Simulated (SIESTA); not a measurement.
Ge under changes of volume

One of the cells (22.639 Å³/atom); the others are scaled copies at fixed shape and fractional positions:

```
CELL_PARAMETERS angstrom
0.00000 2.82891 2.82891
2.82891 0.00000 2.82891
2.82891 2.82891 0.00000
ATOMIC_POSITIONS crystal
Ge 0.75000 0.75000 0.75000
Ge 0.50000 0.50000 0.50000
```

| Quantity | Value |
| --- | --- |
| Program | SIESTA 5.4.2 |
| Functional | vdW-DF-cx |
| Potentials or basis | PseudoDojo 0.4 standard (PBE files) |
| Basis | DZP (energy shift 0.002 Ry) |
| Grid cutoff | 800 Ry |
| Energy shift | 0.002 Ry |
| k mesh | 8 × 8 × 8 |
| Occupations | fermi-dirac, width 0.05 eV |
| Spin | no spin polarisation |

```csv
volume (Å³/atom),energy over the lowest point (meV/atom),pressure (GPa)
21.281,89.61,10.4
21.733,?,?
22.186,43.36,6.5
22.639,26.53,5.3
23.092,13.79,3.7
23.545,4.87,2.4
23.997,0.00,1.1
```

What does the run at 21.733 Å³/atom give?

Energy over the lowest point 63.45 meV/atom; pressure 8.1 GPa.

Worked out: A Birch-Murnaghan fit of order 3 (a polynomial in V^(-2/3)) to the other rows has its minimum at 24.38 Å³/atom, just outside them, with B0 = V·E''(V) = 69 GPa (rough, since the energies scatter). It gives 64.41 meV/atom at 21.733 Å³/atom, against the run's 63.45, and -dE/dV = 8.2 GPa, against 8.1.

Energies are extrapolated to zero smearing.

Caveats: semicore shells carry a single zeta, which can move pressures by several GPa and volumes by a few percent; the potentials were made for another functional, which shifts forces and pressure; the basis of atomic orbitals isn't converged, which shifts pressures, moduli and gaps.
